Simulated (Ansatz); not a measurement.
The system is Sb.

```
Sb
1.0
     0.00000    2.37124    2.37124
     2.37124    0.00000    2.37124
     2.37124    2.37124    0.00000
Sb
1
Direct
  0.00000 0.00000 0.00000
```

This isn't the form of Sb at room conditions, which is rhombohedral.

```yaml
Program: Ansatz 0.2.0
Task: single point
Functional: PBE
Potentials_or_basis: all-electron LAPW, scalar-relativistic
Cutoff: 156 eV (chosen from the basis error)
Basis_error_allowed: 0.001 eV/atom
k_mesh: 10 × 10 × 10
Occupations: fermi-dirac, width 0.05 eV
Spin: no spin polarisation
```

On this cell: pressure 1.9 GPa; band gap on the k mesh none (metal or under the smearing width).

The same run follows on a disturbed copy (cell strained at random at fixed volume):

```
CELL_PARAMETERS angstrom
-0.01676 2.38071 2.40165
2.36975 0.04435 2.34054
2.40963 2.35947 0.00447
ATOMIC_POSITIONS crystal
Sb 0.99246 0.01309 0.98926
```

Q: What does the disturbed cell give?

A: The energy (extrapolated to zero smearing) moves by -2.0 meV/atom; pressure 1.8 GPa; band gap on the k mesh none (metal or under the smearing width).

Stress tensor (GPa, compression positive):
```
1.87 0.41 0.22
0.41 1.92 0.07
0.22 0.07 1.50
```

The energy falls, though the first cell shows no forces: that form is unstable against this distortion, unless noise or another electronic state is at work.
